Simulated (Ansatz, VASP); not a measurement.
**One calculation of KCl, two programs**

```
K Cl
1.0
     3.83920    0.00000    0.00000
     0.00000    3.83920    0.00000
     0.00000    0.00000    3.83920
K Cl
1 1
Direct
  0.00000 0.00000 0.00000
  0.50000 0.50000 0.50000
```

Measurements of this composition are mostly on another form, of space group No. 225.

Alike in both runs: task single point; functional LDA; k mesh 4 × 4 × 4; no spin polarisation.

|  | VASP | Ansatz |
| --- | --- | --- |
| version | VASP 6.6.1 | Ansatz 0.2.0 |
| potentials or method | VASP PAW LDA potentials, release 64 (K_sv, Cl) | plane waves, PAW |
| plane-wave cutoff (eV) | 520 | 490 |
| occupations | gaussian, width 0.01 eV | fixed |
| valence electrons in the cell | 16 | 16 |

VASP gave:

```
gap on the k mesh at the Fermi level (eV) : 4.37
```

**Question.** What did Ansatz give for the same quantities?

**Answer.** gap on the k mesh at the Fermi level (eV): 4.36.

A k mesh can miss the band edges.
